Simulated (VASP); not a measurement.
Here is a VASP 6.6.1 calculation.

The input INCAR:

```
SYSTEM = PtSe2
PREC = Accurate
ENCUT = 520
EDIFF = 1E-7
ISMEAR = 0
SIGMA = 0.02
LREAL = .False.
LASPH = .True.
NELM = 100
ALGO = Fast
ISIF = 3
LWAVE = .False.
LCHARG = .False.
IBRION = 2
NSW = 80
EDIFFG = -0.002
```

The input KPOINTS:

```
Automatic mesh
0
Gamma
  9 9 6
  0 0 0
```

The input POSCAR:

```
PtSe2
1.0
    3.7240000000      0.0000000000      0.0000000000
   -1.8620000000      3.2250786000      0.0000000000
    0.0000000000      0.0000000000      5.0620000000
Pt Se
1 2
Direct
    0.0000000000      0.0000000000      0.0000000000
    0.3333333300      0.6666666700      0.2500000000
    0.6666666700      0.3333333300      0.7500000000
```

Potentials or basis: VASP PAW LDA potentials, release 64 (Pt, Se).

The run is started by

```bash
$ cat potpaw_LDA.64/Pt/POTCAR potpaw_LDA.64/Se/POTCAR > POTCAR
$ mpirun -np 1 vasp_std > vasp.out
```

Q: What does it give for the relaxed volume?

A: 19.28 Å³/atom.

Q: Estimate the space group after relaxing (to 0.05 Å).

A: P-3m1 (No. 164).

The path:
| step | energy change (eV) | largest force (eV/Å) | pressure (GPa) | volume (Å³) |
| --- | --- | --- | --- | --- |
| 1 | 0.0000 | 0.2259 | -0.08 | 60.80 |
| 2 | -0.0062 | 0.1275 | -0.83 | 60.71 |
| 3 | -0.0122 | 0.0875 | -2.44 | 60.51 |
| 4 | -0.0138 | 0.0874 | -2.37 | 60.38 |
| 5 | -0.0182 | 0.0872 | -2.14 | 60.02 |
| 6 | -0.0254 | 0.0884 | -1.65 | 59.29 |
| 7 | -0.0318 | 0.1109 | -0.47 | 57.84 |
| 8 | -0.0318 | 0.1070 | -0.56 | 57.94 |
| 9 | -0.0323 | 0.0693 | -0.33 | 57.93 |
| 10 | -0.0325 | 0.0187 | -0.01 | 57.91 |
| 11 | -0.0326 | 0.0161 | -0.02 | 57.90 |
| 12 | -0.0327 | 0.0086 | -0.04 | 57.90 |
| 13 | -0.0328 | 0.0063 | -0.08 | 57.88 |
| 14 | -0.0328 | 0.0018 | -0.07 | 57.89 |
| 15 | -0.0328 | 0.0099 | 0.03 | 57.84 |
| 16 | -0.0328 | 0.0077 | 0.00 | 57.86 |
| 17 | -0.0328 | 0.0061 | 0.00 | 57.85 |
| 18 | -0.0328 | 0.0012 | 0.00 | 57.83 |

Spin-orbit coupling is left out, which matters for the levels of Pt. Zero-point motion and thermal expansion aren't in these numbers.
